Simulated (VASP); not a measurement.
# KBr (Fm-3m) in VASP: further runs

Runs on KBr. Level: PBEsol. Tasks: single point, relaxation of cell and atoms.

All numbers are computed with VASP 6.6.1; they aren't measurements. Logs are shortened: lines on timing, memory, paths and dates and some standing lists are left out, and cuts for length are marked.

### Step 1. The cell of the first run

The structure is cubic, space group Fm-3m (No. 225). Conventional cell: a = 6.551 Å, b = 6.551 Å, c = 6.551 Å, α = 90.00°, β = 90.00°, γ = 90.00°. Around K (site symmetry m-3m) lie 6 Br at 3.28 Å. Br (site symmetry m-3m) has 6 K at 3.28 Å as nearest neighbours.

### Step 2. Single point, PBEsol (cell and atoms relaxed from 1.04 times the given volume)

The input, INCAR:

```
PREC = Accurate ; ENCUT = 520
EDIFF = 1E-6 ; ISMEAR = -1
SIGMA = 0.02 ; LREAL = False
LASPH = True ; NELM = 100
ALGO = Normal ; ISIF = 2
LWAVE = False ; LCHARG = True
GGA = PS ; LELF = True
LVHAR = True ; NBANDS = 15
```

The input, KPOINTS:

```
regular mesh
0
Gamma
  7 7 7
```

The input, POSCAR:

```
KBr
1.0
    0.0000000000      3.2755213039      3.2755213039
    3.2755213039      0.0000000000      3.2755213039
    3.2755213039      3.2755213039      0.0000000000
K Br
1 1
Direct
    0.0000000000      0.0000000000      0.0000000000
    0.5000000000      0.5000000000      0.5000000000
```

Potentials or basis: VASP PAW PBE potentials, release 64 (K_sv, Br).

Run with:

```
cat potpaw_PBE.64/K_sv/POTCAR potpaw_PBE.64/Br/POTCAR > POTCAR
mpirun -np 1 vasp_std > vasp.out
```

OUTCAR:

```text
PREC = Accurate
   ENCUT = 520
   EDIFF = 1E-6
   ISMEAR = -1
   LREAL = False
   LASPH = True
   NELM = 100
   ISIF = 2
   GGA = PS

 ion  position               nearest neighbor table
   1  0.000  0.000  0.000-   2 3.28   2 3.28   2 3.28   2 3.28   2 3.28   2 3.28
   2  0.500  0.500  0.500-   1 3.28   1 3.28   1 3.28   1 3.28   1 3.28   1 3.28

  LATTYP: Found a face centered cubic cell.
 ALAT       =     6.5510426078

  Lattice vectors:

 A1 = (   0.0000000000,   3.2755213039,   3.2755213039)
 A2 = (   3.2755213039,   0.0000000000,   3.2755213039)
 A3 = (   3.2755213039,   3.2755213039,   0.0000000000)

Analysis of symmetry for initial positions (statically):
=====================================================================
 Subroutine PRICEL returns:
 Original cell was already a primitive cell.

 Routine SETGRP: Setting up the symmetry group for a
 face centered cubic supercell.

 Subroutine GETGRP returns: Found 48 space group operations
 (whereof 48 operations were pure point group operations)
 out of a pool of 48 trial point group operations.

The static configuration has the point symmetry O_h .

Analysis of symmetry for dynamics (positions and initial velocities):
=====================================================================
 Subroutine PRICEL returns:
 Original cell was already a primitive cell.

 Routine SETGRP: Setting up the symmetry group for a
 face centered cubic supercell.

 Subroutine GETGRP returns: Found 48 space group operations
 (whereof 48 operations were pure point group operations)
 out of a pool of 48 trial point group operations.

The dynamic configuration has the point symmetry O_h .

 Subroutine INISYM returns: Found 48 space group operations
 (whereof 48 operations are pure point group operations),
 and found     1 'primitive' translations

----------------------------------------------------------------------------------------

                                     Primitive cell

  volume of cell :      70.2864

  direct lattice vectors                    reciprocal lattice vectors
     0.000000000  3.275521304  3.275521304    -0.152647458  0.152647458  0.152647458
     3.275521304  0.000000000  3.275521304     0.152647458 -0.152647458  0.152647458
     3.275521304  3.275521304  0.000000000     0.152647458  0.152647458 -0.152647458

  length of vectors
     4.632286652  4.632286652  4.632286652     0.264393153  0.264393153  0.264393153

  position of ions in fractional coordinates (direct lattice)
     0.000000000  0.000000000  0.000000000
     0.500000000  0.500000000  0.500000000

  ion indices of the primitive-cell ions
   primitive index   ion index
                 1           1
                 2           2

----------------------------------------------------------------------------------------

 KPOINTS: regular mesh

Automatic generation of k-mesh.
 Grid dimensions read from file:
 generate k-points for:    7    7    7

 Generating k-lattice:

  Cartesian coordinates                     Fractional coordinates (reciprocal lattice)
    -0.021806780  0.021806780  0.021806780     0.142857143  0.000000000  0.000000000
     0.021806780 -0.021806780  0.021806780     0.000000000  0.142857143  0.000000000
     0.021806780  0.021806780 -0.021806780     0.000000000  0.000000000  0.142857143

  Length of vectors
     0.037770450  0.037770450  0.037770450

  Shift w.r.t. Gamma in fractional coordinates (k-lattice)
     0.000000000  0.000000000  0.000000000

 Subroutine IBZKPT returns following result:
 ===========================================

 Found     20 irreducible k-points:

 Following reciprocal coordinates:
            Coordinates               Weight
  0.000000  0.000000  0.000000      1.000000
  0.142857  0.000000  0.000000      8.000000
  0.285714  0.000000  0.000000      8.000000
  0.428571  0.000000  0.000000      8.000000
  0.142857  0.142857  0.000000      6.000000
  0.285714  0.142857  0.000000     24.000000
[... 12 lines left out ...]
 -0.428571  0.428571  0.142857     24.000000
 -0.285714  0.428571  0.142857     24.000000
   k-points           NKPTS =     20   k-points in BZ     NKDIM =     20   number of bands    NBANDS=     15
   number of dos      NEDOS =    301   number of ions     NIONS =      2
   total plane-waves  NPLWV =  46656
   dimension x,y,z NGX =    36 NGY =   36 NGZ =   36
   dimension x,y,z NGXF=    72 NGYF=   72 NGZF=   72
   ions per type =               1   1
   NGX,Y,Z   is equivalent  to a cutoff of  12.92, 12.92, 12.92 a.u.
   NGXF,Y,Z  is equivalent  to a cutoff of  25.84, 25.84, 25.84 a.u.
 SYSTEM =  unknown system
   PREC   = accura    normal or accurate (medium, high low for compatibility)
   ISTART =      0    job   : 0-new  1-cont  2-samecut
   ICHARG =      2    charge: 1-file 2-atom 10-const
   ISPIN  =      1    spin polarized calculation?
   LNONCOLLINEAR =      F non collinear calculations
   LSORBIT =      F    spin-orbit coupling
   LASPH  =      T    aspherical Exc in radial PAW
   ENCUT  =  520.0 eV  38.22 Ry    6.18 a.u.   8.61  8.61  8.61*2*pi/ulx,y,z
   NELM   =    100;   NELMIN=  2; NELMDL= -5     # of ELM steps
   EDIFF  = 0.1E-05   stopping-criterion for ELM
   LREAL  =      F    real-space projection
   EDIFFG = 0.1E-04   stopping-criterion for IOM
   NSW    =      0    number of steps for IOM
   IBRION =     -1    ionic relax: 0-MD 1-quasi-New 2-CG
   NFREE  =      0    steps in history (QN), initial steepest desc. (CG)
   ISIF   =      2    stress and relaxation
   ISYM   =      2    0-nonsym 1-usesym 2-fastsym
   POTIM  = 0.5000    time-step for ionic-motion
   TEBEG  =    0.0;   TEEND  =   0.0 temperature during run
   PSTRESS=    0.0 pullay stress
   NELECT =      16.0000    total number of electrons
   NUPDOWN=      -1.0000    fix difference up-down
   EMIN   =  10.00;   EMAX   =-10.00  energy-range for DOS
   EFERMI =   0.00;   METHOD = LEGACY
   ISMEAR =    -1;   SIGMA  =   0.02  broadening in eV -4-tet -1-fermi 0-gaus
   EFERMI_NEDOS =   21; number of points for ismear=-14 and -15
   IALGO  =     38    algorithm
   IMIX   =      4    mixing-type and parameters
     AMIX     =   0.40;   BMIX     =  1.00
     AMIX_MAG =   1.60;   BMIX_MAG =  1.00
  volume/ion in A,a.u.               =      35.14       237.16
  Fermi-wavevector in a.u.,A,eV,Ry     =   0.999596  1.888962 13.594828  0.999192
  Thomas-Fermi vector in A             =   2.131896
   LORBIT       =      0    0 simple, 1 ext, 2 COOP (PROOUT), +10 PAW based schemes
   GGA     = PS    functional components
   LHFCALC =     F    Hartree Fock is set to
   AEXX    =    0.0000 exact exchange contribution
   IVDW    =     0    specifies the selected vdW correction
   LEPSILON=     F    determine dielectric tensor
   LRPA    =     F    only Hartree local field effects (RPA)
 non-spin polarized calculation
  energy-cutoff  :      520.00
  volume of cell :       70.29
 maximum number of plane-waves:      1917
   NGX = 17   NGY = 17   NGZ = 17

 number of electron      15.9999999 magnetization

 Free energy of the ion-electron system (eV)
  ---------------------------------------------------
  ext. energy  EPLUGINS =         0.00000000
  ---------------------------------------------------
  free energy    TOTEN  =        -6.45988614 eV

  energy without entropy =       -6.45988614  energy(sigma->0) =       -6.45988614

 E-fermi :  -1.2557     XC(G=0):  -7.6397

 val. band max:       -1.7377342990   @ k =   0.0000   0.0000   0.0000
 cond. band min:       2.5959535488   @ k =   0.0000   0.0000   0.0000
 fundamental gap:      4.3336878479
 Fermi energy:        -1.2556546213

 k-point     1 :       0.0000    0.0000    0.0000
  band No.  band energies     occupation
      1     -29.3031      2.00000
      2     -14.0724      2.00000
      3     -12.8478      2.00000
      4     -12.8478      2.00000
      5     -12.8478      2.00000
      6      -1.7377      2.00000
      7      -1.7377      2.00000
      8      -1.7377      2.00000
      9       2.5960      0.00000
     10       5.7912      0.00000
     11       5.7912      0.00000
     12       5.7912      0.00000
     13       6.6449      0.00000
     14       6.6449      0.00000
     15       9.7058      0.00000

 k-point     2 :       0.1429    0.0000    0.0000
  band No.  band energies     occupation
      1     -29.3018      2.00000
      2     -14.1085      2.00000
      3     -12.8490      2.00000
      4     -12.8490      2.00000
      5     -12.7977      2.00000
      6      -2.0418      2.00000
      7      -1.8104      2.00000
      8      -1.8104      2.00000
      9       3.1150      0.00000
     10       5.6589      0.00000
     11       6.0393      0.00000
     12       6.0393      0.00000
     13       6.9218      0.00000
     14       6.9218      0.00000
     15      10.4546      0.00000

 k-point     3 :       0.2857    0.0000    0.0000
  band No.  band energies     occupation
      1     -29.2990      2.00000
      2     -14.1811      2.00000
      3     -12.8515      2.00000
      4     -12.8515      2.00000
      5     -12.6928      2.00000
      6      -2.5867      2.00000
      7      -1.9649      2.00000
      8      -1.9649      2.00000
      9       4.1167      0.00000
     10       5.7472      0.00000
     11       6.7200      0.00000
     12       6.7200      0.00000
     13       7.6642      0.00000
     14       7.6642      0.00000
     15      10.2243      0.00000

 k-point     4 :       0.4286    0.0000    0.0000
  band No.  band energies     occupation
      1     -29.2968      2.00000
      2     -14.2329      2.00000
      3     -12.8536      2.00000
      4     -12.8536      2.00000
      5     -12.6144      2.00000
      6      -2.9442      2.00000
      7      -2.0809      2.00000
      8      -2.0809      2.00000
      9       4.6796      0.00000
     10       6.3410      0.00000
     11       7.6828      0.00000
     12       7.6828      0.00000
     13       8.3681      0.00000
     14       8.3681      0.00000
     15       9.3698      0.00000
[... 235 lines left out ...]
 k-point    18 :      -0.4286    0.2857    0.1429
  band No.  band energies     occupation
      1     -29.2954      2.00000
      2     -14.1374      2.00000
      3     -12.8941      2.00000
      4     -12.8743      2.00000
      5     -12.7082      2.00000
      6      -2.6984      2.00000
      7      -2.2313      2.00000
      8      -2.1244      2.00000
      9       5.1840      0.00000
     10       5.7669      0.00000
     11       6.9477      0.00000
     12       7.7452      0.00000
     13       8.2807      0.00000
     14       8.6362      0.00000
     15       9.3926      0.00000

 k-point    19 :      -0.4286    0.4286    0.1429
  band No.  band energies     occupation
      1     -29.2948      2.00000
      2     -14.0487      2.00000
      3     -12.9186      2.00000
      4     -12.8984      2.00000
      5     -12.7947      2.00000
      6      -2.5608      2.00000
      7      -2.1728      2.00000
      8      -2.1575      2.00000
      9       4.5968      0.00000
     10       5.8300      0.00000
     11       6.8296      0.00000
     12       7.8628      0.00000
     13       8.0580      0.00000
     14       8.9318      0.00000
     15       9.4278      0.00000

 k-point    20 :      -0.2857    0.4286    0.1429
  band No.  band energies     occupation
      1     -29.2946      2.00000
      2     -14.0749      2.00000
      3     -12.9245      2.00000
      4     -12.8974      2.00000
      5     -12.7514      2.00000
      6      -2.4546      2.00000
      7      -2.3988      2.00000
      8      -2.1829      2.00000
      9       5.2130      0.00000
     10       5.9684      0.00000
     11       6.5939      0.00000
     12       7.3155      0.00000
     13       8.7637      0.00000
     14       8.7935      0.00000
     15       9.6147      0.00000

------------------------ aborting loop because EDIFF is reached ----------------------------------------

  FORCE on cell =-STRESS in cart. coord.  units (eV):
  Direction    XX          YY          ZZ          XY          YZ          ZX
  --------------------------------------------------------------------------------------
  -------------------------------------------------------------------------------------
  Total        0.0220093      0.0220093      0.0220093     -0.0000000      0.0000000     -0.0000000
  in kB        0.5017026      0.5017026      0.5017026     -0.0000000      0.0000000     -0.0000000
  external PRESSURE =       0.5017026 kB  Pullay stress =       0.0000000 kB

 VOLUME and BASIS-vectors are now :
 -----------------------------------------------------------------------------
  energy-cutoff  :      520.00
  volume of cell :       70.29
      direct lattice vectors                 reciprocal lattice vectors
     0.000000000  3.275521304  3.275521304    -0.152647458  0.152647458  0.152647458
     3.275521304  0.000000000  3.275521304     0.152647458 -0.152647458  0.152647458
     3.275521304  3.275521304  0.000000000     0.152647458  0.152647458 -0.152647458

 POSITION                                       TOTAL-FORCE (eV/Angst)
 -----------------------------------------------------------------------------------
      0.00000      0.00000      0.00000         0.000000      0.000000      0.000000
      3.27552      3.27552      3.27552        -0.000000     -0.000000     -0.000000
 -----------------------------------------------------------------------------------
    total drift:                                0.000000      0.000000      0.000000

  FREE ENERGIE OF THE ION-ELECTRON SYSTEM (eV)
  ---------------------------------------------------
  free  energy   TOTEN  =        -6.4598861361 eV

  energy  without entropy=       -6.4598861361  energy(sigma->0) =       -6.45988614
```

It took 18 s on 1 thread of Intel Xeon Platinum 8488C (Sapphire Rapids), shared host; peak memory 0.2 GiB.

Results:

```yaml
Free_energy: -6.4599 eV
Pressure: 0.1 GPa
Band_gap_on_the_k_mesh: 4.33 eV, direct
```

Caveat: the PAW data sets were made with another functional, which shifts forces and pressure a little.

### Step 3. Relaxation of cell and atoms, PBEsol (cell and atoms relaxed from 1.04 times the given volume)

The input, INCAR:

```
SYSTEM = KBr
  PREC = Accurate
  ENCUT = 600
  EDIFF = 1E-6
  ISMEAR = -1
  SIGMA = 0.02
  LREAL = .FALSE.
  LASPH = .TRUE.
  NELM = 100
  ALGO = Fast
  ISIF = 3
  LWAVE = .FALSE.
  LCHARG = .FALSE.
  GGA = PS
  IBRION = 2
  NSW = 100
  EDIFFG = -0.005
```

The input, KPOINTS:

```
regular mesh
0
G
  7 7 7
  0 0 0
```

The input, POSCAR:

```
KBr
1.0
    0.0000000000      3.3434260326      3.3434260326
    3.3434260326      0.0000000000      3.3434260326
    3.3434260326      3.3434260326      0.0000000000
K Br
1 1
Direct
    0.0000000000      0.0000000000      0.0000000000
    0.5000000000      0.5000000000      0.5000000000
```

Potentials or basis: VASP PAW PBE potentials, release 64 (K_sv, Br).

Run with:

```
cat potpaw_PBE.64/K_sv/POTCAR potpaw_PBE.64/Br/POTCAR > POTCAR
mpirun -np 1 vasp_std > vasp.out
```

Wall time 1.8 min (1 thread of Intel Xeon Platinum 8488C (Sapphire Rapids), shared host); peak memory 0.25 GiB.

The run converged. Its results:

* Free energy: -6.4601 eV
* Relaxed volume: 35.26 Å³/atom
* Relaxed cell: a = 4.637 Å, b = 4.637 Å, c = 4.637 Å, α = 60.00°, β = 60.00°, γ = 60.00°
* Space group after relaxing (to 0.05 Å): Fm-3m (No. 225)
* Energy gained by relaxing: 5.4 meV/atom
* Ionic steps: 4
* Pressure after relaxing: 0.0 GPa
* Band gap on the k mesh: 4.33 eV, direct

Step by step:
```
step  energy change (eV)  largest force (eV/Å)  pressure (GPa)  volume (Å³)
   1              0.0000                0.0000           -0.77        74.75
   2             -0.0074                0.0000           -0.45        72.83
   3             -0.0107                0.0000           -0.07        70.88
   4             -0.0108                0.0000            0.00        70.52
```

Final structure:
```yaml
crystal:
  lattice:
    - [0.00000, 3.27918, 3.27918]
    - [3.27918, 0.00000, 3.27918]
    - [3.27918, 3.27918, 0.00000]
  atoms:
    - { symbol: K, position: [0.00000, 0.00000, 0.00000] }
    - { symbol: Br, position: [0.50000, 0.50000, 0.50000] }
```

Levels at points of the mesh, in eV from the valence-band top:
```csv
k point,band 6,band 7,band 8,band 9,band 10,band 11
"(0.00, 0.00, 0.00)",0.00,0.00,0.00,4.33,7.53,7.53
```

Caveat: the PAW data sets were made with another functional, which shifts forces and pressure a little.
